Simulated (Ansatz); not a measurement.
## Sr started in the widest void in rocksalt SrO, 65 atoms, charge +2

All numbers come from Ansatz (PAW, plane waves, no spin–orbit coupling) at the single k point (¼, ¼, ¼) without its symmetry partners. The atoms were relaxed with PBEsol in a fixed cell; other functionals are single points on those atoms unless said otherwise. The valence top and gap of the host come from its small cell on a dense mesh, with the band extrema sought between the mesh points, lined up by the mean potential, PBEsol gap 3.20 eV, HSE06 gap 4.79 eV. The charge correction uses an assumed dielectric constant of 14.5.

Cell: a = 10.245 Å, b = 10.245 Å, c = 10.245 Å, α = 90.00°, β = 90.00°, γ = 90.00°.

Nearest atoms after relaxation, from the placed atom (for vacancies from the middle of the vacant sites): O at 2.26 Å, O at 2.26 Å, O at 2.26 Å, O at 2.26 Å, Sr at 2.74 Å, Sr at 2.74 Å, Sr at 2.74 Å, Sr at 2.74 Å.

Chemical potentials μ are those of reference phases of the elements at zero temperature by the same functional (the usual solids, diamond for C, grey Sn, and the molecules H2, N2, O2, F2, Cl2, Br2 and S8).

```csv
functional,E(defect) − E(host) − Σ nμ + q·E_VBM (eV),monopole (eV),alignment (eV),formation energy at E_F = VBM (eV),moment (μB),"wall time, shared host"
PBEsol,-1.25,0.55,0.49,-0.21,0 (no spin),4.1 s on NVIDIA GB200 (relaxation)
HSE06,-2.53,0.55,0.52,-1.46,0 (no spin),14 s on NVIDIA GB200
```

Problem. How does the monopole term follow by hand for this cubic cell?

Solution. q²·α·e²/(4πε₀)/(2εL) with the Madelung constant α = 2.837 and e²/4πε₀ = 14.40 eV·Å: 4 × 2.837 × 14.40 / (2 × 14.5 × 10.245) = 0.55 eV.

HSE06 one-electron levels near the gap (the ten most localised at most), from the host's valence top, not corrected for the charge's images:

```
level (eV)  spin  filling  atoms sharing it  element of the atom with most weight
     -0.27  both     2.00              12.6                                     O
     -0.27  both     2.00              23.9                                spread
     -0.23  both     2.00              14.3                                     O
     -0.23  both     2.00              14.3                                     O
     -0.23  both     2.00              17.1                                     O
     -0.14  both     2.00              17.5                                     O
     -0.14  both     2.00              17.5                                     O
     -0.13  both     2.00              17.2                                     O
     -0.12  both     2.00              20.4                                spread
     -0.12  both     2.00              20.4                                spread
```

All elements are taken at their own reference at once; growth conditions in equilibrium with the host shift these energies, by up to the host's formation enthalpy.

One k point and a cell of this size can leave errors of several tenths of an eV in such numbers.
